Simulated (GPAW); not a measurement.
# Collinear magnetic orders of MnO2 with GPAW

A self-consistent run ends on one state, which hangs on the start. Several orders of MnO2 are started in GPAW and their energies compared.

Program: GPAW 26.7.0. Level of theory: PBE with U = 2.4 eV on Mn d; plane waves with GPAW's PAW setups, scalar-relativistic. Results are calculated unless marked as measured.

Most raw output is cut from this account.

## (1) The starting structure

Symmetry: P-3m1, No. 164, trigonal system. Conventional cell: a = 2.857 Å, b = 2.857 Å, c = 4.601 Å, α = 90.00°, β = 90.00°, γ = 120.00°. Mn has 6 O at 1.90 Å nearest. O has 3 Mn at 1.90 Å nearest. Farther neighbours and most contacts between anions are not listed.

Coordinates:

```cif
data_structure
_symmetry_space_group_name_H-M 'P-3m1'
_symmetry_Int_Tables_number 164
_cell_length_a 2.8566
_cell_length_b 2.8566
_cell_length_c 4.6014
_cell_angle_alpha 90.000
_cell_angle_beta 90.000
_cell_angle_gamma 120.000
_cell_volume 32.52
loop_
_atom_site_label
_atom_site_type_symbol
_atom_site_symmetry_multiplicity
_atom_site_Wyckoff_symbol
_atom_site_fract_x
_atom_site_fract_y
_atom_site_fract_z
_atom_site_occupancy
Mn1 Mn 1 b 0.00000 0.00000 0.50000 1
O1 O 2 d 0.66667 0.33333 0.29371 1
```

The cell comes from a database of computed structures and need not be the stable phase.

## (2) Order 1, typed as ferro +

Parallel moments need no larger cell; this start tests for a ferromagnetic state only. A Hubbard term is added for the open shell, at a value in common use.

Input file order1.py:

```python
import json
import numpy as np
from ase import Atoms
from ase.parallel import paropen, parprint
from gpaw import GPAW

atoms = Atoms(['Mn', 'O', 'O'],
    cell=[[2.85657818, 0.0, 0.0],
         [-1.42828909, 2.47386927, 0.0],
         [0.0, 0.0, 4.60137406]],
    scaled_positions=[[0.0, 0.0, 0.5],
         [0.66666667, 0.33333333, 0.29370743],
         [0.33333333, 0.66666667, 0.70629257]],
    pbc=True,
    magmoms=[4.5, 0.0, 0.0])
atoms.calc = GPAW(mode={'name': 'pw', 'ecut': 700},
    xc='PBE',
    kpts={'size': (8, 8, 8), 'gamma': True},
    occupations={'name': 'fermi-dirac', 'width': 0.05},
    convergence={'density': 1e-05, 'energy': 1e-05},
    maxiter=200,
    setups={'Mn': ':d,2.4'},
    symmetry={'tolerance': 1e-4},
    txt='order1.txt')
e = atoms.get_potential_energy(force_consistent=True)
res = {'free_energy': e, 'energy_sigma0': atoms.get_potential_energy(), 'fermi_energy': atoms.calc.get_fermi_level()}
res['moments'] = atoms.get_magnetic_moments().tolist()
res['total'] = atoms.get_magnetic_moment()
parprint('site moments (muB):', np.round(res['moments'], 3))
parprint(f"total moment: {res['total']:.3f} muB")
parprint(f'free energy: {e:.6f} eV')
atoms.calc.write('order1.gpw')
with paropen('results.json', 'w') as f:
    json.dump(res, f)
```

The run is started by

```console
> OMP_NUM_THREADS=1 mpirun -n 2 gpaw python order1.py > order1.log
```

Elapsed: 35 s, on 2 MPI ranks of Arm Neoverse V2, shared host; peak memory 0.42 GiB; 70 s of CPU time.

Spin moment in the augmentation sphere by atom:

| atom | spin moment in the augmentation sphere (μB) |
| --- | --- |
| Mn1 | 3.01 |
| O2 | -0.02 |
| O3 | -0.02 |

Numbers from this step:

| Quantity | Value |
| --- | --- |
| magnetization | 3.000 μB |
| final state | ferromagnetic |

After 12 cycles the largest moment stands at 3.01 μB.

## (3) Order 2, typed as antiferro q=(0,0,1/2) +-

Another pattern of signs weighs the neighbour shells otherwise.

The cell is doubled to 6 atoms to hold this order. Its mesh is chosen so that both cells sample the same points.

Input file order2.py:

```python
import json
import numpy as np
from ase import Atoms
from ase.parallel import paropen, parprint
from gpaw import GPAW

atoms = Atoms(['Mn', 'Mn', 'O', 'O', 'O', 'O'],
    cell=[[2.85657818, 0.0, 0.0],
         [-1.42828909, 2.47386927, 0.0],
         [0.0, 0.0, 9.20274812]],
    scaled_positions=[[0.0, 0.0, 0.25],
         [0.0, 0.0, 0.75],
         [0.66666667, 0.33333333, 0.14685372],
         [0.66666667, 0.33333333, 0.64685372],
         [0.33333333, 0.66666667, 0.35314628],
         [0.33333333, 0.66666667, 0.85314628]],
    pbc=True,
    magmoms=[4.5, -4.5, 0.0, 0.0, 0.0, 0.0])
atoms.calc = GPAW(mode={'name': 'pw', 'ecut': 700},
    xc='PBE',
    kpts={'size': (8, 8, 4), 'gamma': True},
    occupations={'name': 'fermi-dirac', 'width': 0.05},
    convergence={'density': 1e-05, 'energy': 1e-05},
    maxiter=200,
    setups={'Mn': ':d,2.4'},
    symmetry={'tolerance': 1e-4},
    txt='order2.txt')
e = atoms.get_potential_energy(force_consistent=True)
res = {'free_energy': e, 'energy_sigma0': atoms.get_potential_energy(), 'fermi_energy': atoms.calc.get_fermi_level()}
res['moments'] = atoms.get_magnetic_moments().tolist()
res['total'] = atoms.get_magnetic_moment()
parprint('site moments (muB):', np.round(res['moments'], 3))
parprint(f"total moment: {res['total']:.3f} muB")
parprint(f'free energy: {e:.6f} eV')
atoms.calc.write('order2.gpw')
with paropen('results.json', 'w') as f:
    json.dump(res, f)
```

The run is started by

```console
> OMP_NUM_THREADS=1 mpirun -n 2 gpaw python order2.py > order2.log
```

Elapsed: 69 s, on 2 MPI ranks; peak memory 0.56 GiB.

Spin moment in the augmentation sphere by atom:

| atom | spin moment in the augmentation sphere (μB) |
| --- | --- |
| Mn1 | 3.01 |
| Mn2 | -3.01 |
| O3 | -0.02 |
| O4 | 0.02 |
| O5 | -0.02 |
| O6 | 0.02 |

This step gave:

| Property | Result |
| --- | --- |
| magnetization | 0 μB |
| final state | antiferromagnetic |

It lies 0.672 meV a seeded atom over the first start, and its largest moment is 3.01 μB against 3.01 μB.

## (4) Order 3, typed as antiferro q=(0,1/2,0) +-

Reversing part of the moments tests the sign of the couplings between them.

This order needs a doubled cell of 6 atoms. Its mesh is chosen so that both cells sample the same points.

Input file order3.py:

```python
import json
import numpy as np
from ase import Atoms
from ase.parallel import paropen, parprint
from gpaw import GPAW

atoms = Atoms(['Mn', 'Mn', 'O', 'O', 'O', 'O'],
    cell=[[2.85657818, 0.0, 0.0],
         [-2.85657818, 4.94773854, 0.0],
         [0.0, 0.0, 4.60137406]],
    scaled_positions=[[0.0, 0.0, 0.5],
         [0.0, 0.5, 0.5],
         [0.66666667, 0.16666666, 0.29370743],
         [0.66666667, 0.66666667, 0.29370743],
         [0.33333333, 0.33333334, 0.70629257],
         [0.33333333, 0.83333334, 0.70629257]],
    pbc=True,
    magmoms=[4.5, -4.5, 0.0, 0.0, 0.0, 0.0])
atoms.calc = GPAW(mode={'name': 'pw', 'ecut': 700},
    xc='PBE',
    kpts={'size': (8, 4, 8), 'gamma': True},
    occupations={'name': 'fermi-dirac', 'width': 0.05},
    convergence={'density': 1e-05, 'energy': 1e-05},
    maxiter=200,
    setups={'Mn': ':d,2.4'},
    symmetry={'tolerance': 1e-4},
    txt='order3.txt')
e = atoms.get_potential_energy(force_consistent=True)
res = {'free_energy': e, 'energy_sigma0': atoms.get_potential_energy(), 'fermi_energy': atoms.calc.get_fermi_level()}
res['moments'] = atoms.get_magnetic_moments().tolist()
res['total'] = atoms.get_magnetic_moment()
parprint('site moments (muB):', np.round(res['moments'], 3))
parprint(f"total moment: {res['total']:.3f} muB")
parprint(f'free energy: {e:.6f} eV')
atoms.calc.write('order3.gpw')
with paropen('results.json', 'w') as f:
    json.dump(res, f)
```

The run is started by

```console
> OMP_NUM_THREADS=1 mpirun -n 2 gpaw python order3.py > order3.log
```

Elapsed: 4.7 min, on 2 MPI ranks; peak memory 0.94 GiB; 9.4 min of CPU time.

Spin moment in the augmentation sphere by atom:

| atom | spin moment in the augmentation sphere (μB) |
| --- | --- |
| Mn1 | 2.89 |
| Mn2 | -2.89 |
| O3 | 0.00 |
| O4 | 0.00 |
| O5 | 0.00 |
| O6 | 0.00 |

Read from the output:

```yaml
magnetization: 0 μB
final_state: antiferromagnetic
```

It lies 32.3 meV a seeded atom over the first start, and its largest moment is 2.89 μB against 3.01 μB.

## (5) Start 4: antiferro q=(0,1/2,1/2) +-

An opposed order shows whether the pairs that it reverses prefer unlike signs.

This order needs a doubled cell of 6 atoms. Its mesh is chosen so that both cells sample the same points.

order4.py is the script of step 4 with these lines changed:

```diff
@@ -9,9 +9,9 @@
          [-2.85657818, 4.94773854, 0.0],
-         [0.0, 0.0, 4.60137406]],
-    scaled_positions=[[0.0, 0.0, 0.5],
-         [0.0, 0.5, 0.5],
-         [0.66666667, 0.16666666, 0.29370743],
-         [0.66666667, 0.66666667, 0.29370743],
-         [0.33333333, 0.33333334, 0.70629257],
-         [0.33333333, 0.83333334, 0.70629257]],
+         [-1.42828909, 2.47386927, 4.60137406]],
+    scaled_positions=[[0.0, 0.75, 0.5],
+         [0.0, 0.25, 0.5],
+         [0.66666667, 0.01981295, 0.29370743],
+         [0.66666667, 0.51981295, 0.29370743],
+         [0.33333333, 0.98018705, 0.70629257],
+         [0.33333333, 0.48018705, 0.70629257]],
     pbc=True,
@@ -26,3 +26,3 @@
     symmetry={'tolerance': 1e-4},
-    txt='order3.txt')
+    txt='order4.txt')
 e = atoms.get_potential_energy(force_consistent=True)
@@ -34,3 +34,3 @@
 parprint(f'free energy: {e:.6f} eV')
-atoms.calc.write('order3.gpw')
+atoms.calc.write('order4.gpw')
 with paropen('results.json', 'w') as f:
```

The run is started by

```console
> OMP_NUM_THREADS=1 mpirun -n 2 gpaw python order4.py > order4.log
```

The job ended after 5.1 min (2 MPI ranks; peak memory 0.95 GiB).

Numbers from this step:

| Property | Result |
| --- | --- |
| magnetization | 0 μB |
| final state | antiferromagnetic |
| largest moment | 2.894 μB |

It lies 32.0 meV a seeded atom over the first start, and its largest moment is 2.89 μB against 3.01 μB.

## (6) Start 5: no spin polarisation

This run holds no moments, which gives a state to set the others against.

Input file nospin.py:

```python
import json
import numpy as np
from ase import Atoms
from ase.parallel import paropen, parprint
from gpaw import GPAW

atoms = Atoms(['Mn', 'O', 'O'],
    cell=[[2.85657818, 0.0, 0.0],
         [-1.42828909, 2.47386927, 0.0],
         [0.0, 0.0, 4.60137406]],
    scaled_positions=[[0.0, 0.0, 0.5],
         [0.66666667, 0.33333333, 0.29370743],
         [0.33333333, 0.66666667, 0.70629257]],
    pbc=True)
atoms.calc = GPAW(mode={'name': 'pw', 'ecut': 700},
    xc='PBE',
    kpts={'size': (8, 8, 8), 'gamma': True},
    occupations={'name': 'fermi-dirac', 'width': 0.05},
    convergence={'density': 1e-05, 'energy': 1e-05},
    maxiter=200,
    setups={'Mn': ':d,2.4'},
    symmetry={'tolerance': 1e-4},
    txt='nospin.txt')
e = atoms.get_potential_energy(force_consistent=True)
res = {'free_energy': e, 'energy_sigma0': atoms.get_potential_energy(), 'fermi_energy': atoms.calc.get_fermi_level()}
parprint(f'free energy: {e:.6f} eV')
atoms.calc.write('nospin.gpw')
with paropen('results.json', 'w') as f:
    json.dump(res, f)
```

The run is started by

```console
> OMP_NUM_THREADS=1 mpirun -n 2 gpaw python nospin.py > nospin.log
```

Elapsed: 21 s, on 2 MPI ranks; peak memory 0.38 GiB; 43 s of CPU time.

Numbers from this step:

```yaml
final_state: non-magnetic (no spin polarisation)
```

It lies 2685 meV a seeded atom over the first start.

## (7) Energies of the orders

These are free energies at a smearing of 0.05 eV, so its entropy term is in the differences. They are divided by the number of seeded atoms, so that cells of unlike size compare. Wavevectors q in the names are fractions of the reciprocal vectors of the first run's cell.

Orders:

| start | final state | typed order kept | energy over the lowest (meV a seeded atom) | largest site moment (μB) | net moment (μB a primitive cell) | mesh matched | CPU time (s) |
| --- | --- | --- | --- | --- | --- | --- | --- |
| ferro + | ferromagnetic | yes | 0 | 3.011 | 3 | yes | 70.2 |
| antiferro q=(0,0,1/2) +- | antiferromagnetic | yes | 0.6718 | 3.009 | 0 | yes | 138.3 |
| antiferro q=(0,1/2,0) +- | antiferromagnetic | yes | 32.27 | 2.894 | 0 | yes | 565.2 |
| antiferro q=(0,1/2,1/2) +- | antiferromagnetic | yes | 32.02 | 2.894 | 0 | yes | 617 |
| no spin polarisation | non-magnetic | - | 2685 | 0 | 0 | yes | 42.78 |

## (8) What came out

| Quantity | Value |
| --- | --- |
| lowest state found | ferromagnetic (typed ferro +) |
| largest site moment | 3.01 μB |
| next state | antiferromagnetic, 0.672 meV a seeded atom higher |
| run without spin seeds, over the lowest | 2685 meV a seeded atom |

**Reading.** The lowest state found is ferromagnetic, reached from the start ferro +, with moments up to 3.01 μB. The two lowest states lie so close that the mesh, the functional or spin–orbit coupling could swap them. Under a U a spinless open shell is left with part-filled orbitals, which the U penalises, so its energy is no clean measure of what the moments gain. This is the lowest of 5 finished starts, no proof of the ground state.

[Logs and program files are shortened in this print: banners, set-up blocks, solver, clock and traceback lines can be left out without a mark of their own.]

[Logs are printed without paths, hosts, clocks, repeated set-up lines and the standing remarks that a program may print on its own settings, such as how far it seeks lower states.]

[Hosts, paths, dates, database ids (printed as entryN), source tags and the programs' standing remarks are cut or masked in the printed files.]

[Where a cell is said to come from a database of computed structures, the database is the Materials Project.]
